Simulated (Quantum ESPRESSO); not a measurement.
MnO, 2 atoms in the cell. Symmetry: Pm-3m, No. 221, cubic system. Conventional cell: a = 2.672 Å, b = 2.672 Å, c = 2.672 Å, α = 90.00°, β = 90.00°, γ = 90.00°. Mn (site symmetry m-3m) has 8 O at 2.31 Å as nearest neighbours. Around O (site symmetry m-3m) lie 8 Mn at 2.31 Å. Measurements of this composition are mostly on another form, of space group No. 225.

```yaml
Program: Quantum ESPRESSO 7.5
Task: single point
Functional: PBE
Potentials_or_basis: PseudoDojo 0.5 SR PBE standard
Cutoff: 1306 eV
Density_cutoff: 5225 eV
k_mesh: 3 × 3 × 3, shifted
Occupations: gaussian, width 0.05 eV
Spin: no spin polarisation
Hubbard_terms: Mn d U = 2 eV
Hubbard_projectors: ortho-atomic
Double: 1
Magnetic_state_asked_for: nm
Moments_locked: none
Start_of_the_occupations: crystal_field
Formal_shell_electrons: 1 d5
Mixing_beta: 0.3
Iterations_with_occupations_held: 8
Nosym: yes
SCF_threshold: 8e-08 Ry
Most_SCF_iterations: 120
Mixing_ndim: 12
```

Potentials or basis: PseudoDojo 0.5 SR PBE standard.

Launch:

```bash
$ OMP_NUM_THREADS=1 pw.x -in pw.in > pw.out
```

Hardware: 1 thread of Arm Neoverse V2 (shared host).

Question: How long does it take, and how much memory?

Answer: Run time: 22 s on 1 thread of Arm Neoverse V2, on a shared host, peak memory 0.05 GiB. Counts: scf iterations 58, bands 20, k points 14, g dense 16375.
